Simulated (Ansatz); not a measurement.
Ti3Si: clamped-ion elastic tensor

Method: Ansatz 0.2.0, DFT PBEsol, scalar-relativistic, plane waves, PAW. Plane waves to 420 eV; Γ-centred k mesh 6×6×8; Fermi-Dirac smearing of 0.15 eV. No spin polarisation.

Relaxed structure:
```xyz
8
Lattice="5.5798 0.0000 0.0000 -2.7899 4.8323 0.0000 0.0000 0.0000 4.4881" Properties=species:S:1:pos:R:3 pbc="T T T"
Ti    1.4341    0.8280    3.3661
Ti    4.1458    0.8280    3.3661
Ti    2.7899    3.1763    3.3661
Ti    1.3558    4.0043    1.1220
Ti   -1.3558    4.0043    1.1220
Ti    0.0000    1.6559    1.1220
Si    0.0000    3.2215    3.3661
Si    2.7899    1.6108    1.1220
```

In a metal, frequencies and elastic constants depend on the k mesh and the smearing, soft modes and shear constants most.

(1) Give the clamped-ion elastic constants (GPa, Voigt order xx yy zz yz xz xy, on the axes of the cell above).

(2) And the moduli of a polycrystal (Hill averages)?

## Answers

(1)
C11 = 244.5, C12 = 83.4, C13 = 90.2, C22 = 244.5, C23 = 90.2, C33 = 259.8, C44 = 69.9, C55 = 69.9, C66 = 80.6 GPa; the others vanish.

(2) B = 142 GPa, G = 76 GPa, E = 194 GPa, ν = 0.27.

Whether Ti3Si exists in this form wasn't checked.

Cost: 1 run of about 3.2 core-minutes, on Intel Xeon Platinum 8259CL (Skylake/Cascade Lake) (shared hosts).